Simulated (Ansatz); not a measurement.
**In5GaAsP5 (zincblende [001] superlattice): converging the G0W0 gap**

Wanted: a G0W0 gap for In5GaAsP5 (zincblende [001] superlattice) that is converged in bands and cutoff, or an estimate of the limit.

Program: Ansatz 0.2.0. Level of theory: G0W0 on PBEsol, plane waves, PAW; PAW set soft_1. Results are calculated unless marked as measured.

### Step 1. Set-up

The cell holds 12 atoms: 5 In, 5 P, 1 Ga and 1 As. Its edges and angles: a = 4.133 Å, b = 4.125 Å, c = 17.537 Å, α = 90.0°, β = 90.0°, γ = 90.0°. It derives from InP. Regions: InP, 10 atoms (5 In and 5 P); GaAs, 2 atoms (1 Ga and 1 As). The structure's axis is c.

The structure was relaxed with PBEsol. The runs that relaxed it are not among those shown.

### Step 2. 315 empty bands, screening to 60 eV

Now the one-shot GW correction: screening in the RPA, then the self-energy of the levels asked for. This step takes PAW set soft_1 files.

Input file input.yaml:

```yaml
crystal:
  lattice:
    - [4.1332598782, 0.0, 0.0]
    - [0.0, 4.1253048562, 0.0]
    - [0.0, 0.0, 17.5367592594]
  atoms:
    - { symbol: In, position: [0.0, 0.0, 0.0409443277] }
    - { symbol: P, position: [0.5, 0.0, 0.1251862792] }
    - { symbol: In, position: [0.5, 0.5, 0.2098120849] }
    - { symbol: P, position: [0.0, 0.5, 0.2940255058] }
    - { symbol: In, position: [0.0, 0.0, 0.378538387] }
    - { symbol: P, position: [0.5, 0.0, 0.4627472475] }
    - { symbol: In, position: [0.5, 0.5, 0.5472457918] }
    - { symbol: P, position: [0.0, 0.5, 0.6314348115] }
    - { symbol: In, position: [0.0, 0.0, 0.7158660317] }
    - { symbol: P, position: [0.5, 0.0, 0.8007035066] }
    - { symbol: Ga, position: [0.5, 0.5, 0.8727902691] }
    - { symbol: As, position: [0.0, 0.5, 0.9499982473] }
kpoints:
  mp_grid: { grid: [4, 4, 2] }
hamiltonian:
  xc: pbesol
  pseudopotentials: { kind: paw, azcp: { folder: soft_1 }, xc_functional: pbe }
scf:
  occupations: { method: fixed }
gw:
  n_empty_bands: 315
  ecut_chi: 60
  qp_bands: [v4, c4]
  qp_kpoints: band_edges
  screening: { model: contour_deformation }
```

Run with:

```
ansatz run input.yaml --threads 3 --pin off --max-ram 92160MiB --backend cuda --events-out ev --progress --plain --runs-dir out --devices 1 --max-vram 13GiB
```

Numbers of over 12 decimals in the logs are rounded to 6 here.

The log of the run:

```text
GPUs: using 1 of 1 available (devices: 1).
Engine: ansatz 0.2.0, x86_64-unknown-linux-gnu
Pseudopotentials: kind: paw
Pseudopotential: In, paw, valence charge 13, recommended cutoff 420 eV (normal), soft_1/In.paw.azcp
Pseudopotential: P, paw, valence charge 5, recommended cutoff 420 eV (normal), soft_1/P.paw.azcp
Pseudopotential: Ga, paw, valence charge 13, recommended cutoff 420 eV (normal), soft_1/Ga.paw.azcp
Pseudopotential: As, paw, valence charge 15, recommended cutoff 420 eV (normal), soft_1/As.paw.azcp
Functional definition: PBEsol
  exchange = pbesol_x
  correlation = pbesol_c
device memory: the entry about to start is reckoned to put 4.5 GiB on a device that reports 49.9 GiB free (of which the cap on the GPU budget leaves the run 13.0 GiB)
GPU FFT provider: cuFFT
GPU libraries: cuBLAS 13.8.2, cuFFT 12.4.0, cuSOLVER 12.3.4
Crystal: 12 atoms, lattice volume = 299.019 Å³
Basis set: ecut = 420 eV, 5803 PW (Γ)
Bands: 71, of which v1, the nominal top of the filled ones, is band 59 counted from 1 (58 counted from 0)
Symmetry: 4 space group operations
Space group: Pmm2 (ITA 25), of the structure as read, at distance tolerance 6.7e-5 Å
k-points: 18 of 32
Non-local potential: In, projectors of the file, l = 0: 2, l = 1: 2, l = 2: 2, l = 3: 1
Non-local potential: P, projectors of the file, l = 0: 2, l = 1: 2, l = 2: 1
Non-local potential: Ga, projectors of the file, l = 0: 2, l = 1: 2, l = 2: 3, l = 3: 1
Non-local potential: As, projectors of the file, l = 0: 2, l = 1: 2, l = 2: 3, l = 3: 1
PAW form: soft (Blöchl's): semilocal exchange-correlation on the pseudo side does not see the compensation charge
PAW frozen core: In, regenerated for the run's functional, and the local potential with it (the file was generated under x = pbe(κ = 0.804, μ = 0.219515), c = pbe(β = 0.066725))
PAW frozen core: P, regenerated for the run's functional, and the local potential with it (the file was generated under x = pbe(κ = 0.804, μ = 0.219515), c = pbe(β = 0.066725))
PAW frozen core: Ga, regenerated for the run's functional, and the local potential with it (the file was generated under x = pbe(κ = 0.804, μ = 0.219515), c = pbe(β = 0.066725))
PAW frozen core: As, regenerated for the run's functional, and the local potential with it (the file was generated under x = pbe(κ = 0.804, μ = 0.219515), c = pbe(β = 0.066725))
PAW one-centre angular grid: In, 590 points (default); XC on 64 Gauss nodes
PAW one-centre angular grid: P, 110 points (default); XC on 64 Gauss nodes
PAW one-centre angular grid: Ga, 590 points (default); XC on 64 Gauss nodes
PAW one-centre angular grid: As, 590 points (default); XC on 64 Gauss nodes
Initial density: superposition of atomic densities (chi_scale 0.1, normalization cell, long waves kept (reshape's long-wave potential 0.66 eV rms))
Initial wavefunctions: pseudopotential atomic-orbital guess
GPU buffer pool allocated for 108000 grid points (all kernels)
GPU transforms: local potential and band sums: pruned to the plane-wave sphere, on 27×27×120
Functional: x = pbesol(κ = 0.804, μ = 0.123457), c = pbesol(β = 0.046)
SCF iter   1: F=—  HF=-39887.871686 eV  |F-HF|=—  |Δ(HF+E_count)|=         —  Δρ=3.46e-2  dr2=8.03e0  ethr=3.10e-3  ⟨swp⟩=6.0  Hψ=5004  notcnv=0  defer=160
preconditioner: auto → Resta (q_TF=auto, 2.337 Å⁻¹)  ε∞=3.9  [insulator: Δε(μ)=0.445 eV  Ē_g=13.038 eV  n_scr=68 (ndim 8)  ℏωp=22.3 eV  f_vac=0.000  ε∞_Penn≈3.9]
SCF iter   2: F=—  HF=-39886.427759 eV  |F-HF|=—  |Δ(HF+E_count)|=    1.44e0  Δρ=1.96e-2  dr2=1.12e0  ethr=3.10e-3  ⟨swp⟩=3.3  Hψ=1922  notcnv=0  defer=145
SCF iter   3: F=—  HF=-39886.242266 eV  |F-HF|=—  |Δ(HF+E_count)|=   1.85e-1  Δρ=8.86e-3  dr2=2.52e-1  ethr=9.46e-4  ⟨swp⟩=2.7  Hψ=2050  notcnv=0  defer=176
SCF iter   4: F=—  HF=-39886.214557 eV  |F-HF|=—  |Δ(HF+E_count)|=   2.77e-2  Δρ=2.12e-3  dr2=2.02e-2  ethr=2.14e-4  ⟨swp⟩=3.2  Hψ=2330  notcnv=0  defer=178
SCF iter   5: F=—  HF=-39886.210842 eV  |F-HF|=—  |Δ(HF+E_count)|=   3.72e-3  Δρ=9.77e-4  dr2=3.21e-3  ethr=1.72e-5  ⟨swp⟩=3.1  Hψ=2385  notcnv=0  defer=180
SCF iter   6: F=—  HF=-39886.211441 eV  |F-HF|=—  |Δ(HF+E_count)|=   6.00e-4  Δρ=3.84e-4  dr2=6.86e-4  ethr=2.72e-6  ⟨swp⟩=2.1  Hψ=2238  notcnv=0  defer=180
SCF iter   7: F=—  HF=-39886.211928 eV  |F-HF|=—  |Δ(HF+E_count)|=   4.86e-4  Δρ=1.36e-4  dr2=8.21e-5  ethr=5.82e-7  ⟨swp⟩=2.0  Hψ=2292  notcnv=0  defer=180
SCF iter   8: F=—  HF=-39886.211970 eV  |F-HF|=—  |Δ(HF+E_count)|=   4.19e-5  Δρ=3.65e-5  dr2=7.36e-6  ethr=6.96e-8  ⟨swp⟩=2.2  Hψ=2293  notcnv=0  defer=180
SCF iter   9: F=—  HF=-39886.211974 eV  |F-HF|=—  |Δ(HF+E_count)|=   4.71e-6  Δρ=1.52e-5  dr2=1.12e-6  ethr=6.24e-9  ⟨swp⟩=2.4  Hψ=2256  notcnv=0  defer=180
SCF iter  10: F=—  HF=-39886.211975 eV  |F-HF|=—  |Δ(HF+E_count)|=   8.76e-7  Δρ=4.83e-6  dr2=1.96e-7  ethr=9.51e-10  ⟨swp⟩=2.2  Hψ=2152  notcnv=0  defer=180
SCF iter  11: F=-39886.211975 eV  HF=-39886.211975 eV  |F-HF|=5.76e-9  |Δ(HF+E_count)|=   6.41e-8  Δρ=1.65e-6  dr2=1.08e-8  ethr=8.47e-11  ⟨swp⟩=13.4  Hψ=6101  notcnv=0
SCF 1 converged in 11 iterations: F = -39886.211975 eV  dr2 = 1.08e-8
  greatest PAW one-centre occupation: 0.999 electrons in one spin orbital (limit 2), on the As atom at site 11 (counted from 0), in its partial waves of l = 2
[...]
device memory: the entry about to start is reckoned to put 6.6 GiB on a device that reports 53.7 GiB free (of which the cap on the GPU budget leaves the run 13.0 GiB)
NSCF: frozen V_eff on 18 k-points
G₀W₀ screening: q 1/18
[... further progress lines ...]
SCF converged after 11 iterations
Free energy (F): -39886.211975 eV
Harris-Foulkes:  -39886.211975 eV  (|F-HF|=5.76e-9)
Internal energy: -39886.211975 eV  (E = F + TS)
E sigma→0 (E₀):  -39886.211975 eV
Fermi energy:    7.053670 eV
--- Per-component energies (eV) ---
  E_band       = -603.260885
  E_kinetic    = 1647.833801
  E_local      = -11928.816260  (includes V_loc(G=0)·N_el)
  E_nonlocal   = 1321.442698
  E_hartree    = 5594.111427
  E_xc         = -1199.693603
  E_vxc        = -880.539464  (∫ρ·V_xc dr)
  E_paw        = -27333.413917  (= ΣΔE_a)
  E_vpaw       = -1951.408690  (= ΣTr[D̂ρ^β])
  E_aug_tail   = 0.000477  (compensation charges beyond the density's cutoff)
  E_ewald      = -7990.916007
  E_core_change = 3.239407  (= ΣΔE_core)
  E_smearing   = -0.000000  (= −TS)
  E_closure    = -0.000000  (closes the sum)
  Σ components = -39886.211975   (vs F -39886.211975, Δ=0.00e0)
--- Band table (eV; the first three rows and the last of 18) ---
  k-point 0: bands = [... 55 lower, 6.3162, 6.9372, 6.9859, 7.0537, 7.4742, 8.5154, 8.6501, 8.8441, ... 8 higher]
  k-point 1: bands = [... 55 lower, 6.6608, 6.6682, 6.7648, 6.8883, 8.2672, 8.4356, 8.6813, 8.7135, ... 8 higher]
  k-point 2: bands = [... 55 lower, 6.2367, 6.2472, 6.3454, 6.7356, 8.5284, 8.7813, 9.0685, 9.2461, ... 8 higher]
  k-point 17: bands = [... 55 lower, 4.4026, 4.4123, 4.4962, 4.5501, 8.8974, 8.9961, 9.0347, 9.1772, ... 8 higher]
--- G₀W₀: contour deformation, 7 samples at zero and on the imaginary axis and 1 off it, 32 q-points, 315 empty bands' worth ---
  eigenvalues of the whole cell's RPA ε∞ on this k-mesh (on a slab, of 1 + 4πα/V) = 32.6109, 43.6005, 56.4187; static W/v taken at q = 0 is 0.017012
  gw.qp_kpoints: band_edges: 12 of 18 stored k-points solved, in 1 pass; an edge of the gap read off the rows below is read off those points alone
    valence top: of the k-points left out ik 8 came nearest to being solved in a further pass, in band 59 (counted from 1, as in the quasiparticle table): it holds the edge there only if its correction is more favourable than any solved in that band by at least 0.969 eV; those differ by 0.143 eV
    conduction bottom: of the k-points left out ik 15 came nearest to being solved in a further pass, in band 60 (counted from 1, as in the quasiparticle table): it holds the edge there only if its correction is more favourable than any solved in that band by at least 1.485 eV; those differ by 0.307 eV
  `?` marks the rows in doubt; gw_qp.tsv's column doubts and the gw_qp event give each row's grounds
    ik  band        ε_KS         Σx   Σc(E_QP)       V_xc       Z   E_QP_lin       E_QP  E_QP is
     0    56      6.3162   -16.0185     1.7512   -14.1483  0.7313     6.1965     6.1973  root
     0    57      6.9372   -16.0969     1.0898   -14.9765  0.7406     6.9066     6.9067  root
     0    58      6.9859   -16.7146     1.5349   -15.1130  0.7371     6.9190     6.9192  root
     0    59      7.0537   -16.6441     1.5124   -15.0663  0.7384     6.9882     6.9884  root
     0    60      7.4742   -10.7572    -3.1417   -14.4229  0.7582     8.0265     7.9983  root
     0    61      8.5154    -6.8603    -3.6226   -10.7317  0.7590     8.7685     8.7640  root
     0    62      8.6501    -7.7155    -3.6470   -11.7114  0.7536     9.0100     8.9989  root
     0    63      8.8441    -6.7994    -3.6687   -10.7485  0.7603     9.1304     9.1245  root
     1    56      6.6608   -16.4189     1.6401   -14.6892  0.7332     6.5708     6.5713  root
     1    57      6.6682   -16.4244     1.6268   -14.7112  0.7339     6.5815     6.5818  root
     1    58      6.7648   -16.4426     1.5835   -14.7745  0.7361     6.6799     6.6803  root
     1    59      6.8883   -16.3524     1.5391   -14.7344  0.7383     6.8091     6.8094  root
     1    60      8.2672    -9.8957    -3.1601   -13.4511  0.7467     8.6800     8.6625  root
     1    61      8.4356    -9.0124    -3.3113   -12.6797  0.7536     8.8033     8.7917  root
     1    62      8.6813    -8.1310    -3.4568   -11.8980  0.7562     8.9990     8.9916  root
     1    63      8.7135    -8.5575    -3.4106   -12.3142  0.7548     9.0699     9.0596  root
     2    56      6.2367   -16.2094     1.8138   -14.2749  0.7303     6.1153     6.1161  root
     2    57      6.2472   -15.9510     1.5051   -14.3598  0.7353     6.1608     6.1612  root
     2    58      6.3454   -15.7958     1.4453   -14.2667  0.7369     6.2613     6.2616  root
     2    59      6.7356   -16.5925     1.6467   -14.8622  0.7348     6.6516     6.6519  root
     2    60      8.5284    -9.3110    -3.4575   -13.2493  0.7532     9.0316     9.0092  root
     2    61      8.7813    -9.2463    -3.5856   -13.3058  0.7544     9.2766     9.2551  root
     2    62      9.0685    -8.3249    -3.7413   -12.4672  0.7505     9.4886     9.4695  root
     2    63      9.2461    -8.6304    -3.7694   -12.8316  0.7483     9.6967     9.6779  root ?
     3    56      6.2101   -15.8596     1.5258   -14.2429  0.7346     6.1188     6.1192  root
[...]
6    62      9.0004    -8.7051    -3.7267   -12.8724  0.7490     9.4595     9.4410  root ?
[...]
7    62      9.1283    -8.7726    -3.7029   -12.9153  0.7493     9.5866     9.5680  root ?
[...]
17    56      4.4026   -15.3293     2.3806   -12.7285  0.7079     4.1789     4.1825  root
    17    57      4.4123   -15.1057     2.3168   -12.5787  0.7091     4.1990     4.2022  root
    17    58      4.4962   -15.0329     2.2018   -12.6254  0.7130     4.2875     4.2906  root
    17    59      4.5501   -15.3156     2.2978   -12.8092  0.7103     4.3384     4.3416  root
    17    60      8.8974    -6.9427    -3.5601   -10.7487  0.7609     9.1477     9.1433  root
    17    61      8.9961    -6.8039    -3.5865   -10.6244  0.7607     9.2338     9.2300  root
    17    62      9.0347    -6.8582    -3.5919   -10.6871  0.7604     9.2755     9.2715  root
    17    63      9.1772    -6.7435    -3.6312   -10.5868  0.7602     9.3923     9.3893  root
```

Run time: 49 s. Hardware: 1 × NVIDIA H100 80GB HBM3 (shared by 6 runs) with 3 threads of AMD EPYC 7R13 (Zen 3), shared host; peak memory 2.2 GiB.

In the SCF lines HF is the Harris–Foulkes energy and dr2 the Hartree energy of the density residual, in eV; the loop may stop once dr2 is under the threshold and the program's other checks hold. Hψ counts applications of the Hamiltonian.

This step gave:

| Item | Value |
| --- | --- |
| bands summed | 374 |
| RPA ε∞ on this mesh (eigenvalues) | 32.61, 43.60, 56.42 |
| plane waves in the screening matrix | 331 |
| q-points in the mesh | 32 |
| G0W0 gap on the mesh | 1.010 eV |
| k of the valence top | 0, 0, 0 |
| k of the conduction bottom | 0, 0, 0 |
| starting gap on the mesh | 0.4206 eV |
| Z at the valence top | 0.7384 |
| Z at the conduction bottom | 0.7582 |
| least direct G0W0 gap on the computed points | 1.010 eV |

The gap on the mesh goes from 0.42 eV to 1.01 eV, a correction of +0.59 eV. Between the two edge states, bare exchange in place of the xc potential would open the gap by 5.24 eV, and correlation takes back 4.65 eV.

### Step 3. 1247 empty bands, screening to 150 eV

Another rung: the empty bands reach about as high as the screening cutoff, so the two stay in balance.

Edit input.yaml of step 2 so:

```diff
@@ -26,4 +26,4 @@
 gw:
-  n_empty_bands: 315
-  ecut_chi: 60
+  n_empty_bands: 1247
+  ecut_chi: 150.0
   qp_bands: [v4, c4]
```

The log of the run:

```text
GPUs: using 1 of 1 available (devices: 1).
[...]
GPU FFT provider: cuFFT
GPU libraries: cuBLAS 13.8.2, cuFFT 12.4.0, cuSOLVER 12.3.4
Crystal: 12 atoms, lattice volume = 299.019 Å³
Basis set: ecut = 420 eV, 5803 PW (Γ)
Bands: 71, of which v1, the nominal top of the filled ones, is band 59 counted from 1 (58 counted from 0)
[... 1 set-up line as in the run before ...]
[...]
k-points: 18 of 32
[...]
GPU buffer pool allocated for 108000 grid points (all kernels)
[...]
SCF iter   1: F=—  HF=-39887.871686 eV  |F-HF|=—  |Δ(HF+E_count)|=         —  Δρ=3.46e-2  dr2=8.03e0  ethr=3.10e-3  ⟨swp⟩=6.0  Hψ=5004  notcnv=0  defer=160
[...]
SCF iter  11: F=-39886.211975 eV  HF=-39886.211975 eV  |F-HF|=5.76e-9  |Δ(HF+E_count)|=   6.41e-8  Δρ=1.65e-6  dr2=1.08e-8  ethr=8.47e-11  ⟨swp⟩=13.4  Hψ=6101  notcnv=0
SCF 1 converged in 11 iterations: F = -39886.211975 eV  dr2 = 1.08e-8
[...]
NSCF: frozen V_eff on 18 k-points
[...]
G₀W₀ screening: q 1/18
[... further progress lines ...]
SCF converged after 11 iterations
Free energy (F): -39886.211975 eV
[...]
Internal energy: -39886.211975 eV  (E = F + TS)
E sigma→0 (E₀):  -39886.211975 eV
Fermi energy:    7.053670 eV
[...]
--- Band table (eV; the first three rows and the last of 18) ---
  k-point 0: bands = [... 55 lower, 6.3162, 6.9372, 6.9859, 7.0537, 7.4742, 8.5154, 8.6501, 8.8441, ... 8 higher]
  k-point 1: bands = [... 55 lower, 6.6608, 6.6682, 6.7648, 6.8883, 8.2672, 8.4356, 8.6813, 8.7135, ... 8 higher]
  k-point 2: bands = [... 55 lower, 6.2367, 6.2472, 6.3454, 6.7356, 8.5284, 8.7813, 9.0685, 9.2461, ... 8 higher]
  k-point 17: bands = [... 55 lower, 4.4026, 4.4123, 4.4962, 4.5501, 8.8974, 8.9961, 9.0347, 9.1772, ... 8 higher]
[...]
0    56      6.3162   -16.0185     1.3954   -14.1483  0.7280     5.8192     5.8414  root
     0    57      6.9372   -16.0969     0.7054   -14.9765  0.7364     6.4992     6.5223  root
     0    58      6.9859   -16.7146     1.1394   -15.1130  0.7330     6.5041     6.5237  root
     0    59      7.0537   -16.6441     1.1170   -15.0663  0.7345     6.5734     6.5928  root
     0    60      7.4742   -10.7572    -3.5525   -14.4229  0.7550     7.5882     7.5876  root
     0    61      8.5154    -6.8603    -3.8490   -10.7317  0.7577     8.5378     8.5377  root
     0    62      8.6501    -7.7155    -3.9183   -11.7114  0.7517     8.7279     8.7276  root
     0    63      8.8441    -6.7994    -3.9072   -10.7485  0.7589     8.8861     8.8860  root
[...]
17    60      8.8974    -6.9427    -3.7899   -10.7487  0.7595     8.9136     8.9136  root
    17    61      8.9961    -6.8039    -3.8146   -10.6244  0.7590     9.0020     9.0020  root
    17    62      9.0347    -6.8582    -3.8213   -10.6871  0.7588     9.0422     9.0422  root
    17    63      9.1772    -6.7435    -3.8464   -10.5868  0.7587     9.1741     9.1741  root
```

Elapsed: 2.7 min, on 1 × NVIDIA H100 80GB HBM3 (shared by 6 runs) with 3 threads; peak memory 8.1 GiB.

This step gave:

| Quantity | Value |
| --- | --- |
| bands summed | 1306 |
| RPA ε∞ on this mesh (eigenvalues) | 32.55, 43.52, 56.33 |
| plane waves in the screening matrix | 1215 |
| q-points in the mesh | 32 |
| G0W0 gap on the mesh | 0.9947 eV |
| k of the valence top | 0, 0, 0 |
| k of the conduction bottom | 0, 0, 0 |
| starting gap on the mesh | 0.4206 eV |
| Z at the valence top | 0.7345 |
| Z at the conduction bottom | 0.7550 |
| least direct G0W0 gap on the computed points | 0.9947 eV |

Against the run with 4×4×2 mesh, 315 empty bands, screening to 60 eV, PAW set soft_1 files, the gap moves by −0.015 eV.

### Step 4. Convergence and cost

Times are wall times on 1 × NVIDIA H100 80GB HBM3 (shared by 6 runs) with 3 threads of AMD EPYC 7R13 (Zen 3), shared host, good to a factor of about two.

| mesh | files | frequency | bands summed | cutoff (eV) | start (eV) | G0W0 (eV) | time | host memory (GiB) |
| --- | --- | --- | --- | --- | --- | --- | --- | --- |
| 4×4×2 | PAW set soft_1 | contour deformation | 374 | 60 | 0.421 | 1.010 | 49 s | 2.2 |
| 4×4×2 | PAW set soft_1 | contour deformation | 1306 | 150 | 0.421 | 0.995 | 2.7 min | 8.1 |

The parts of the quasiparticle energy at the two band edges (eV; QP = start + Σx + Σc − Vxc):

```csv
run,edge,start,Σx,Σc,Vxc,Z,QP
374 bands,valence top,7.05,-16.64,1.51,-15.07,0.74,6.99
374 bands,conduction bottom,7.47,-10.76,-3.14,-14.42,0.76,8.00
1306 bands,valence top,7.05,-16.64,1.12,-15.07,0.73,6.59
1306 bands,conduction bottom,7.47,-10.76,-3.55,-14.42,0.76,7.59
```

### Step 5. Results

| Quantity | Value |
| --- | --- |
| 374 bands, 60 eV | 1.010 eV |
| 1306 bands, 150 eV | 0.995 eV |
| estimated limit in bands and cutoff | 0.99 eV |
| mesh and start | 4×4×2, PBEsol |

What this shows: A line in one over the bands through the two rungs gives 0.99 eV, −0.01 eV from the top rung; with two points alone it is an unchecked estimate. The rungs stand 0.02 eV (374 bands) and 0.01 eV (1306 bands) from it. From 374 to 1306 bands the gap moves by −0.02 eV while the time grows 3.4-fold. Σc changes by −0.40 eV at the valence top and −0.41 eV at the conduction bottom, so the levels themselves move more than the gap between them. The 4×4×2 mesh is coarse for this cell (its supercell is 17 Å along the shortest edge). The RPA ε∞ on it, from the PBEsol start, is 32.55, 43.52 and 56.33; such meshes misread the long-range screening, most where the gap is narrow. The RPA ε∞ on this mesh reaches over 25; with a narrow direct gap a coarse mesh can overstate it, and the correction is then too small. The many-body steps are scalar-relativistic: spin-orbit coupling is not in them.

[Paths, hosts, dates, memory and timing lines, banners, echoed tables and standing remarks are left out of the program output.]

[Logs are printed without paths, hosts, clocks, repeated set-up lines and the standing remarks that a program may print on its own settings, such as how far it seeks lower states.]

[Runs of the session that timed out or met a known fault of the program may be left out.]

[Cells called generated may have been cut or substituted from an entry of the Crystallography Open Database or the Materials Project.]

[Hosts, paths, dates, database ids (printed as entryN), source tags and the programs' standing remarks are cut or masked in the printed files.]
